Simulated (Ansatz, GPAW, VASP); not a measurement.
Si: programs and potentials compared

```
Si
1.0
     0.00000    2.72185    2.72185
     2.72185    0.00000    2.72185
     2.72185    2.72185    0.00000
Si
2
Direct
  0.50000 0.50000 0.50000
  0.75000 0.75000 0.75000
```

Alike in all runs: task single point; functional PBE; k mesh 8 × 8 × 8; occupations gaussian, width 0.023 eV; no spin polarisation; no spin-orbit coupling. Pressure is positive in compression and, in plane waves, holds the error of the finite cutoff.

| program and potentials | plane-wave cutoff (eV) | notes | band gap (eV) | pressure (GPa) |
| --- | --- | --- | --- | --- |
| Ansatz, all-electron LAPW, scalar-relativistic | - | - | 0.63 | 1.31 |
| GPAW, GPAW PAW data sets (gpaw-data 1.2.1) | 600 | - | 0.62 | 1.61 |
| VASP, PBE PAW files Si, 520 eV | 520 | - | 0.63 | 1.26 |

The band gap spans 0.62 (GPAW, GPAW PAW data sets (gpaw-data 1.2.1)) to 0.63 eV (VASP, PBE PAW files Si, 520 eV), with all-electron results at 0.63. The pressure spans 1.26 (VASP, PBE PAW files Si, 520 eV) to 1.61 GPa (GPAW, GPAW PAW data sets (gpaw-data 1.2.1)), with all-electron results at 1.31. The gap is indirect and read on the mesh alone.

Differences between rows come from potentials, basis sets and numerical settings, since the functional is the same but for its coding. Runs on potential files found faulty are left out.

The three calculations give practically the same gap, and VASP also lies close to the all-electron pressure, while GPAW's is somewhat higher. The gap separates bonding valence states of mainly 3p character from antibonding conduction states, both smooth outside the core and readily described by either PAW set. Pressure, as a volume derivative of the total energy, is more sensitive to the basis and the augmentation. Given silicon's stiff covalent network, even the largest pressure difference probably corresponds to only a very small shift in equilibrium lattice constant.

The positive pressure in every row suggests that the cell is slightly smaller than PBE's own equilibrium, in line with the functional's tendency to underbind silicon. The gap is well below the measured one, as expected when Kohn–Sham eigenvalues from a semilocal functional, which lack the derivative discontinuity, are read as quasiparticle energies. Since the all-electron calculation gives the same low value, the potentials are not the cause; the agreement supports the numerical reproducibility of PBE, not its accuracy for excitation energies.
